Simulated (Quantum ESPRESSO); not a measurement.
The system is CuO.

```xyz
2
Lattice="2.5526 0.0000 0.0000 0.0000 2.5526 0.0000 0.0000 0.0000 2.5526" Properties=species:S:1:pos:R:3 pbc="T T T"
Cu    0.0000    0.0000    0.0000
O     1.2763    1.2763    1.2763
```

Measurements of this composition are mostly on another form, of space group No. 15.

Program: Quantum ESPRESSO 7.5. Alike in all runs: task single point; potentials or basis SSSP 1.3 efficiency PBE; no spin polarisation; cell as given; k mesh 10 × 10 × 10; cutoff (eV) 748; smearing fermi-dirac 0.05 eV.

Q: Order these runs on this cell by their pressure, lowest first.
A. level PBEsol+U; U Cu d U = 8 eV; mixing beta 0.3
B. level PBEsol+U; U Cu d U = 4 eV; mixing beta 0.3
C. level PBEsol+U; U Cu d U = 2 eV; mixing beta 0.3
D. level PBEsol+U; U Cu d U = 6 eV; mixing beta 0.3
E. level PBEsol; mixing beta 0.5

A: E (9.4 GPa), C (11.0 GPa), B (12.9 GPa), D (15.2 GPa), A (17.8 GPa).

Caveats: the potentials were made for another functional, which shifts forces and pressure; an odd number of electrons without spin polarisation forces a metal; a magnetic or distorted state may lie lower; the run has no spin polarisation, though such a crystal can be magnetic; U without spin polarisation on a metal has little footing (some runs).
